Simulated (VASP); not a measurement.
A run of VASP 6.6.1 is set up as follows.

File INCAR:

```
PREC = Accurate
ENCUT = 600
EDIFF = 1E-6
ISMEAR = -1
SIGMA = 0.05
LREAL = False
LASPH = True
NELM = 100
ALGO = Normal
ISIF = 3
LWAVE = False
LCHARG = False
METAGGA = SCAN
LMIXTAU = True
LUSE_VDW = True
IVDW_NL = 2
BPARAM = 15.7
CPARAM = 0.0093
IBRION = 2
NSW = 60
EDIFFG = -0.005
```

Contents of KPOINTS:

```
Automatic mesh
0
Gamma
  12 12 12
```

The input POSCAR:

```
Zn
1.0
    0.0000000000      1.9647760000      1.9647760000
    1.9647760000      0.0000000000      1.9647760000
    1.9647760000      1.9647760000      0.0000000000
Zn
1
Direct
    0.0000000000      0.0000000000      0.0000000000
```

Potentials or basis: VASP PAW PBE potentials, release 64 (Zn).

Run with:

```bash
$ cat potpaw_PBE.64/Zn/POTCAR > POTCAR
$ mpirun -np 1 vasp_std > vasp.out
```

Q: Predict the space group after relaxing (to 0.05 Å).

A: Fm-3m (No. 225).

Q: Estimate the band gap on the k mesh.

A: None (metal or under the smearing width).

Q: Estimate the relaxed cell.

A: a = 2.698 Å, b = 2.698 Å, c = 2.698 Å, α = 60.00°, β = 60.00°, γ = 60.00°.

Final structure:
```
CELL_PARAMETERS angstrom
0.00000 1.90777 1.90777
1.90777 0.00000 1.90777
1.90777 1.90777 0.00000
ATOMIC_POSITIONS crystal
Zn 0.00000 0.00000 0.00000
```
